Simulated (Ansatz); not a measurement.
I need the levels without and with spin-orbit coupling of ZrN, space group Fm-3m. Use Ansatz 0.2.0, Python API. Settings (first run): LDA, PAW, cutoff 470 eV, 12×12×12 k-points, cold smearing of 0.1 eV.

```xyz
2
Lattice="0.0000 2.3000 2.3000 2.3000 0.0000 2.3000 2.3000 2.3000 0.0000" Properties=species:S:1:pos:R:3 pbc="T T T"
Zr    2.3000    2.3000    2.3000
N     0.0000    0.0000    0.0000
```

`run_soc.py`:
```python
"""Levels of ZrN without and with spin-orbit coupling."""

import ansatz as az
from pymatgen.core import Lattice, Structure
from pymatgen.io.ase import AseAtomsAdaptor

pmg_structure = Structure(
    Lattice([(0.0, 2.3, 2.3), (2.3, 0.0, 2.3), (2.3, 2.3, 0.0)]),
    ["Zr", "N"],
    [
        (0.5, 0.5, 0.5),
        (0.0, 0.0, 0.0),
    ],
)
cell = az.Crystal.from_ase(AseAtomsAdaptor.get_atoms(pmg_structure))

setup = (
    cell.calculation()
    .kpoints(12)
    .basis(470)
    .functional("LDA")
    .occupations("Marzari-Vanderbilt")
    .scf(tolerance=1e-09)
    .band_table()
)
for label, variant in (("scalar-relativistic", setup), ("spin-orbit", setup.spin(soc=True))):
    summary = variant.run(threads=1).report
    zero = summary["band_edges_ev"][0] if summary.get("band_edges_ev") else summary["fermi_energy_ev"]
    near = [round(e - zero, 3) for e in summary["eigenvalues_ev"][0] if abs(e - zero) < 2]
    print(label)
    print("  band edges (eV):", [round(e, 3) for e in summary.get("band_edges_ev") or []] or "none reported")
    print("  levels at k =", summary["kpoints_frac"][0], "within 2 eV of the zero:", near)
```

```console
$ python run_soc.py
scalar-relativistic
  band edges (eV): none reported
  levels at k = [0.0, 0.0, 0.0] within 2 eV of the zero: [-0.358, -0.358, -0.358, 1.601, 1.601]
spin-orbit
  band edges (eV): none reported
  levels at k = [0.0, 0.0, 0.0] within 2 eV of the zero: [-0.386, -0.386, -0.386, -0.386, -0.311, -0.311, 1.603, 1.603, 1.603, 1.603]
```

Notes:
- The computed bands are complete only to about 1.6 eV above the Fermi level.
- Of the deposited cell: the entry's cell lengths or inner coordinates differ somewhat from later room-temperature determinations.
- The structure is a deposited one; some such entries were measured under pressure or heat, so a shift against it needn't be the functional's error alone.
- Gaps and levels are Kohn-Sham values on a finite set of k-points.
- With spin-orbit coupling each level holds one electron and, with inversion or at time-reversal points, comes in pairs; a window in energy can cut a split set.
- It ran for 9.2 s on 1 thread of Arm Neoverse V1 (shared host), peak memory 0.56 GiB.
